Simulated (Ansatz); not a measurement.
# C: how the plane-wave cutoff moves the results

The calculation used DFT PBE, scalar-relativistic, plane waves, PAW (Ansatz 0.2.0).

```
C
1.0
     0.00000    2.12700    3.34800
     1.22800    0.00000    3.34800
     1.22800    2.12700    0.00000
C
2
Direct
  0.16667 0.83333 0.16667
  0.83333 0.16667 0.83333
```

The Γ-centred k-mesh is 14×14×14 and the occupation rule is Gaussian smearing, 0.02 eV. The spin treatment is unpolarised and the valence charge of the PAW sets is C 4.

The atoms stay fixed while the plane-wave cutoff is varied. ΔE is the energy extrapolated to zero smearing, less that of the reference run (600 eV). The cell isn't necessarily relaxed at this level. Pressure is positive in compression and holds a correction for the finite cutoff (Pulay stress).

| cutoff (eV) | ΔE (meV/atom) | P (GPa) | largest change of a force component (eV/Å) | gap on mesh (eV) | plane waves at Γ |
| --- | --- | --- | --- | --- | --- |
| 200 | 1767 | 16.96 | 0.005 | 0.115 | 117 |
| 250 | ? | ? | ? | ? | ? |
| 300 | 125 | 6.56 | 0.001 | 0.343 | 201 |
| 350 | 28.8 | 4.72 | 0.001 | 0.363 | 263 |
| 420 | 3.13 | 4.60 | 0.000 | 0.356 | 333 |
| 500 | ? | ? | ? | ? | ? |
| 600 | 0.00 | 4.60 | 0.000 | 0.356 | 573 |

**Question.** Fill in the withheld rows.

**Answer.** The withheld rows:

| cutoff (eV) | ΔE (meV/atom) | P (GPa) | largest change of a force component (eV/Å) | gap on mesh (eV) | plane waves at Γ |
| --- | --- | --- | --- | --- | --- |
| 250 | 519 | 15.31 | 0.000 | 0.377 | 155 |
| 500 | 0.44 | 4.62 | 0.000 | 0.356 | 439 |

This form isn't the element's structure at ambient conditions.

3 further runs of this set didn't finish or converge.